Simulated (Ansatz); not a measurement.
ZnAu under changes of volume

One of the cells (15.583 Å³/atom); the others are scaled copies at fixed shape and fractional positions:

```xyz
2
Lattice="3.1470 0.0000 0.0000 0.0000 3.1470 0.0000 0.0000 0.0000 3.1470" Properties=species:S:1:pos:R:3 pbc="T T T"
Au    0.0000    0.0000    0.0000
Zn    1.5735    1.5735    1.5735
```

```yaml
Program: Ansatz 0.2.0
Functional: PBEsol
Potentials_or_basis: Ansatz PAW
Cutoff: "420 eV (not typed: the program's choice for these potentials)"
k_mesh: 8 × 8 × 8
Occupations: fermi-dirac, width 0.05 eV
Spin: no spin polarisation
```

```tsv
volume (Å³/atom)	energy over the lowest point (meV/atom)	pressure (GPa)
14.648	?	?
14.960	4.34	3.8
15.272	0.00	0.6
15.583	1.48	-2.2
15.895	8.03	-4.6
16.207	19.06	-6.7
16.518	34.01	-8.6
```

Problem. What does the run at 14.648 Å³/atom give?

Solution. Energy over the lowest point 15.29 meV/atom; pressure 7.4 GPa.

Worked out: A Birch-Murnaghan fit of order 3 (a polynomial in V^(-2/3)) to the other rows has its minimum at 15.34 Å³/atom with B0 = V·E''(V) = 142 GPa and B' = 5.3. It gives 15.25 meV/atom at 14.648 Å³/atom, against the run's 15.29, and -dE/dV = 7.4 GPa, against 7.4.

Energies are extrapolated to zero smearing.

Caveats: the PAW data sets come from PBE, with cores solved anew for the run's functional, which leaves a small shift of forces and pressure.
